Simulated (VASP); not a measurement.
Write the native input for VASP 6.6.1 that does the following.

```yaml
Task: density of states
Functional: PBE
Potentials_or_basis: VASP PAW PBE potentials, release 64 (Si, N)
Cutoff: 520 eV
k_mesh: 12 × 12 × 1
Occupations: gaussian, width 0.1 eV
Spin: no spin polarisation
Dipole_correction: yes
k_mesh_for_the_DOS: 18 × 18 × 1
Occupations_for_the_DOS: tetrahedron
Further_INCAR_settings: ALGO = Fast; EDIFF = 1e-06; NBANDS = 14
```

The system is Si2N, a sheet with vacuum.

```xyz
3
Lattice="3.8972 0.0000 0.0000 -1.9486 3.3751 0.0000 0.0000 0.0000 24.2066" Properties=species:S:1:pos:R:3 pbc="T T T"
Si    0.0000    2.2500    7.7275
Si    1.9486    1.1250    7.7275
N     0.0000    0.0000    7.1466
```

The cell was built by a generator and needn't be a form met in nature.

One way to write it, as run:

POSCAR

```
Si2N
1.0
    3.8971849341     -0.0000002600      0.0000000000
   -1.9485922419      3.3750612862      0.0000000000
    0.0000000000      0.0000000000     24.2066194000
Si N
2 1
Direct
    0.3333333333      0.6666666667      0.3192315170
    0.6666666667      0.3333333333      0.3192315170
    0.0000000000      0.0000000000      0.2952342525
```

INCAR.step1

```
PREC     = Accurate       # precision mode
ENCUT    = 520            # plane-wave cutoff, eV
EDIFF    = 1E-6           # SCF threshold, eV
ISMEAR   = 0              # smearing method
SIGMA    = 0.1            # smearing width, eV
LREAL    = F              # projectors in reciprocal space
LASPH    = T              # aspherical terms in the spheres
NELM     = 100            # most SCF steps
ALGO     = Fast           # electronic algorithm
ISIF     = 2              # what is computed and relaxed
LWAVE    = F              # write WAVECAR
LCHARG   = T              # write CHGCAR
LDIPOL   = T            
IDIPOL   = 3            
DIPOL    = 0.5 0.5 0.311
GGA      = PE             # functional
NBANDS   = 14             # bands
```

KPOINTS.step1

```
regular mesh
0
Gamma
  12 12 1
```

INCAR.step2

```
PREC     = Accurate       # precision mode
ENCUT    = 520            # plane-wave cutoff, eV
EDIFF    = 1E-6           # SCF threshold, eV
ISMEAR   = -5             # smearing method
SIGMA    = 0.1            # smearing width, eV
LREAL    = F              # projectors in reciprocal space
LASPH    = T              # aspherical terms in the spheres
NELM     = 100            # most SCF steps
ALGO     = Fast           # electronic algorithm
ISIF     = 2              # what is computed and relaxed
LWAVE    = F              # write WAVECAR
LCHARG   = F              # write CHGCAR
LDIPOL   = T            
IDIPOL   = 3            
DIPOL    = 0.5 0.5 0.311
GGA      = PE             # functional
LORBIT   = 10             # projections on sites
NBANDS   = 14             # bands
NEDOS    = 1001           # points of the DOS
ICHARG   = 11             # starting density
```

KPOINTS.step2

```
regular mesh
0
Gamma
  18 18 1
```

Potentials or basis: VASP PAW PBE potentials, release 64 (Si, N).

The run is started by

```sh
$ cat potpaw_PBE.64/Si/POTCAR potpaw_PBE.64/N/POTCAR > POTCAR
$ cp INCAR.step1 INCAR
$ cp KPOINTS.step1 KPOINTS
$ mpirun -np 1 vasp_std > vasp.out
$ cp INCAR.step2 INCAR
$ cp KPOINTS.step2 KPOINTS
$ mpirun -np 1 vasp_std > vasp.out
```

Results of the run:

```json
{
 "Valence electrons inside the program's atomic spheres": "Si 1.61; N 3.46"
}
```

Wall time 4 min on 1 thread of Intel(R) Xeon(R) 6975P-C (Granite Rapids), on a shared host, peak memory 0.46 GiB.
